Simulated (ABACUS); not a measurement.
MgO:

```
Mg O
1.0
     0.00000    2.09700    2.09700
     2.09700    0.00000    2.09700
     2.09700    2.09700    0.00000
Mg O
1 1
Direct
  0.00000 0.00000 0.00000
  0.50000 0.50000 0.50000
```

The cell is a database's computed one.

Base run:

| Quantity | Value |
| --- | --- |
| Program | ABACUS 3.10.1 |
| Functional | LDA-PW92 |
| Potentials or basis | GBRV ultrasoft 1.5 LDA |
| Cutoff | 544 eV |
| Density cutoff | 4354 eV |
| Basis | plane waves |
| k mesh | 9 × 9 × 9 |
| Occupations | fermi-dirac, width 0.05 eV |
| Spin | no spin polarisation |

Its results: band gap on the k mesh 4.81 eV, direct; pressure -3.7 GPa.

Q: The run is repeated on the same cell with these changes: functional from LDA-PW92 to HCTH407; potentials or basis from GBRV ultrasoft 1.5 LDA to GBRV ultrasoft 1.5 PBE. What comes out?

A: Band gap on the k mesh 5.37 eV, direct; pressure 10.0 GPa.

Caveats: the potentials were made for another functional, which shifts forces and pressure (some runs).

